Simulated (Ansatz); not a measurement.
## Si2W in Ansatz: the effect of Hubbard term

Crystal: Si2W.

```xyz
3
Lattice="-1.6069 1.6069 3.9150 1.6069 -1.6069 3.9150 1.6069 1.6069 -3.9150" Properties=species:S:1:pos:R:3 pbc="T T T"
W     0.0000    0.0000    0.0000
Si    0.0000    0.0000    5.2092
Si    0.0000    0.0000    2.6207
```

Alike in all runs:

| Quantity | Value |
| --- | --- |
| Program | Ansatz 0.2.0 |
| Task | band structure |
| Functional | PBE |
| Potentials or basis | Ansatz PAW |
| Cutoff | 420 eV (not typed: the program's choice for these potentials) |
| k mesh | 12 × 12 × 12 |
| Occupations | fermi-dirac, width 0.05 eV |
| Spin | no spin polarisation |
| Path | [["G", "X", "Y", "S", "G", "Z", "S1", "N", "P", "Y1", "Z"], ["X", "P"]] |
| Points for each segment of the path | 14 |
| Hubbard projectors | ortho-atomic (the default) |
| Double counting | fll (the default) |

```tsv
Hubbard term	pressure (GPa)	largest force (eV/Å)
none	3.3	0.08
W d U = 1 eV	3.1	0.03
W d U = 2 eV	2.9	0.03
W d U = 3 eV	2.7	0.10
W d U = 4 eV	2.6	0.18
W d U = 5 eV	2.5	0.25
W d U = 6 eV	?	?
W d U = 8 eV	2.9	0.48
```

Q: What does the run with Hubbard term W d U = 6 eV give?

A: Pressure 2.5 GPa; largest force 0.32 eV/Å.

Worked out: A parabola through the other rows of the pressure, of slope 0.0699 GPa per eV there, gives 2.6 GPa, against the run's 2.5. A parabola through the other rows of the largest force, of slope 0.0839 eV/Å per eV there, gives 0.30 eV/Å, against the run's 0.32.

Caveats: U without spin polarisation on a metal has little footing (some runs); the U is typed as a test and isn't derived for this compound (some runs).
